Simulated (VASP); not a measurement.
Write the native input for VASP 6.6.1 that does the following.

- Task: relaxation of cell and atoms
- Functional: PBE
- Potentials or basis: VASP PAW PBE potentials, release 64 (La)
- Cutoff: 520 eV
- k mesh: 13 × 13 × 7
- Occupations: gaussian, width 0.1 eV
- Spin: no spin polarisation
- Further INCAR settings: ALGO = Normal; EDIFF = 1e-06; IBRION = 2; EDIFFG = -0.01; NSW = 90; ISIF = 3

The structure of La lies in POSCAR:

```
La
1.0
    3.7500000000      0.0000000000      0.0000000000
   -1.8750000000      3.2475952600      0.0000000000
    0.0000000000      0.0000000000      6.0700000000
La
2
Direct
    0.3333333300      0.6666666700      0.2500000000
    0.6666666700      0.3333333300      0.7500000000
```

This isn't the form of La at room conditions, which is double hcp.

These files were run (other wordings do the same):

INCAR

```
PREC = Accurate ; ENCUT = 520
EDIFF = 1E-6 ; ISMEAR = 0
SIGMA = 0.1 ; LREAL = F
LASPH = T ; NELM = 120
ALGO = Normal ; ISIF = 3
LWAVE = F ; LCHARG = F
GGA = PE ; IBRION = 2
NSW = 90 ; EDIFFG = -0.01
```

KPOINTS

```
regular mesh
0
Gamma
  13 13 7
```

Potentials or basis: VASP PAW PBE potentials, release 64 (La).

The run is started by

```console
$ cat potpaw_PBE.64/La/POTCAR > POTCAR
$ mpirun -np 1 vasp_std > vasp.out
```

It gave:

| Property | Result |
| --- | --- |
| Relaxed volume | 37.66 Å³/atom |
| Relaxed cell | a = 3.773 Å, b = 3.773 Å, c = 6.110 Å, α = 90.00°, β = 90.00°, γ = 120.00° |
| Space group after relaxing (to 0.05 Å) | P6_3/mmc (No. 194) |
| Energy gained by relaxing | 1.1 meV/atom |
| Ionic steps | 3 |
| Pressure after relaxing | 0.0 GPa |
| Band gap on the k mesh | none (metal or under the smearing width) |

Wall time 4 min on 1 thread of Intel(R) Xeon(R) Platinum 8259CL CPU @ 2.50GHz (Skylake/Cascade Lake), with other jobs on the host, peak memory 0.26 GiB.
